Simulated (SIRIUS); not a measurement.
Crystal: Au.

```xyz
1
Lattice="-0.0418 1.9535 2.1836 2.0213 0.0838 2.0581 2.1323 1.9389 -0.0272" Properties=species:S:1:pos:R:3 pbc="T T T"
Au    0.0000    0.0000    0.0000
```

This isn't the form of Au at room conditions, which is fcc.

Program: SIRIUS 7.10.0. Alike in all runs: task single point; potentials or basis PseudoDojo 0.4.1 PBE standard (scalar relativistic); no spin polarisation; cell as given; k mesh 6 × 6 × 6; cutoff (eV) 1054; smearing fermi-dirac 0.05 eV; the mesh is coarse, so values aren't converged.

Question: Order these runs on this cell by their pressure, lowest first.
A. level PBE
B. level PBE+U; U Au d U = 4 eV; form of the Hubbard term simplified (Dudarev); hubbard projectors orthogonalised atomic orbitals; start of the occupations the program's own
C. level PBE+U; U Au d U = 8 eV; form of the Hubbard term simplified (Dudarev); hubbard projectors orthogonalised atomic orbitals; start of the occupations the program's own

Answer: A (10.6 GPa), B (13.4 GPa), C (16.5 GPa).

Caveats: all runs use coarse meshes; U without spin polarisation on a metal has little footing (some runs); the U is typed as a test and isn't derived for this compound (some runs).
